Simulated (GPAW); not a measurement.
**Ge: single point with PBE**

**Measured values to compare with.**

From “Electronic and optical properties of SixGe1-x-ySny alloys lattice-matched to Ge”, 2021, arxiv:2109.02782, for a bulk crystal of Ge at 300 K: band gap 0.807 eV (direct).

The system is Ge.

```
Ge
1.0
     0.00000    2.82891    2.82891
     2.82891    0.00000    2.82891
     2.82891    2.82891    0.00000
Ge
2
Direct
  0.75000 0.75000 0.75000
  0.50000 0.50000 0.50000
```

```json
{
  "Program": "GPAW 26.7.0",
  "Task": "single point",
  "Functional": "PBE",
  "Potentials or basis": "GPAW PAW data sets (gpaw-data 1.2.1)",
  "Cutoff": "600 eV",
  "Basis": "pw",
  "k mesh": "8 × 8 × 8",
  "Occupations": "gaussian, width 0.03 eV",
  "Spin": "no spin polarisation"
}
```

The pressure is 3.8 GPa and the band gap on the k mesh is 0.09 eV, direct.

Levels at points of the mesh, in eV from the valence-band top:
| k point | band 2 | band 3 | band 4 | band 5 | band 6 | band 7 |
| --- | --- | --- | --- | --- | --- | --- |
| (0.00, 0.00, 0.00) | 0.00 | 0.00 | 0.00 | 0.09 | 2.56 | 2.56 |
| (0.50, 0.50, 0.00) | -8.88 | -3.07 | -3.07 | 0.74 | 0.74 | 9.54 |
| (0.50, 0.50, 0.50) | -7.59 | -1.40 | -1.40 | 0.20 | 3.75 | 3.75 |

It took 9.3 s on 1 thread of Arm Neoverse V1, with other jobs on the host, peak memory 0.14 GiB.

Against the measured gap of Ge, 0.807 eV (direct; 300 K; “Electronic and optical properties of SixGe1-x-ySny alloys lattice-matched to Ge”, 2021, arxiv:2109.02782), the calculated 0.09 eV is off by -0.72 eV. 3 values of this kind are on record (0.666 to 0.807 eV); this one was drawn at random among those near their median. Spin-orbit coupling on Ge is left out. The value is that of PBE on a finite k mesh, which can miss the band edges, without temperature or zero-point motion. Semilocal functionals fall short of measured gaps as a rule.
